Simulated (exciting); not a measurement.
A run of exciting (release sodium) is set up as follows.

Contents of input.xml:

```xml
<input>
  <title>Si</title>
  <structure speciespath="./" tshift="false" cartesian="true">
    <crystal scale="6.3284436997">
      <basevect>-0.657352549964 0.657352549964 0.368476932931</basevect>
      <basevect>0.657352549964 -0.657352549964 0.368476932931</basevect>
      <basevect>0.657352549964 0.657352549964 -0.368476932931</basevect>
    </crystal>
    <species speciesfile="Si.xml" rmt="2">
      <atom coord="0.000000000000 0.000000000000 2.331885524689"/>
      <atom coord="4.160018603302 0.000000000000 1.165942762344"/>
    </species>
  </structure>
  <groundstate do="fromscratch" ngridk="11 11 11" rgkmax="6.5" gmaxvr="14" lmaxapw="10" lmaxmat="10" lmaxvr="8" stype="Fermi Dirac" swidth="0.00183747" nempty="10" ValenceRelativity="iora*" epsengy="1e-05" epspot="1e-05" maxscl="60" outputlevel="low">
    <libxc exchange="XC_LDA_X" correlation="XC_LDA_C_HL"/>
  </groundstate>
  <properties>
    <chargedensityplot>
      <plot3d>
        <box grid="17 17 17">
          <origin coord="0 0 0"/>
          <point coord="1 0 0"/>
          <point coord="0 1 0"/>
          <point coord="0 0 1"/>
        </box>
      </plot3d>
    </chargedensityplot>
    <elfplot>
      <plot3d>
        <box grid="17 17 17">
          <origin coord="0 0 0"/>
          <point coord="1 0 0"/>
          <point coord="0 1 0"/>
          <point coord="0 0 1"/>
        </box>
      </plot3d>
    </elfplot>
    <exccplot>
      <plot3d>
        <box grid="17 17 17">
          <origin coord="0 0 0"/>
          <point coord="1 0 0"/>
          <point coord="0 1 0"/>
          <point coord="0 0 1"/>
        </box>
      </plot3d>
    </exccplot>
    <DFTD2/>
  </properties>
</input>
```

Potentials or basis: all-electron LAPW+lo, shipped species files, valence relativity iora*.

Launch:

```bash
$ OMP_NUM_THREADS=1 exciting_smp
```

Question: What does it give for the dispersion energy per atom?

Answer: -0.307 eV.

Question: Estimate the band gap on the k mesh.

Answer: None (metal or under the smearing width).

Caveat: the log's total energy holds no entropy term; the free energy is that total less TS from the occupations; the dispersion energy is computed afterwards and isn't part of the total energy.
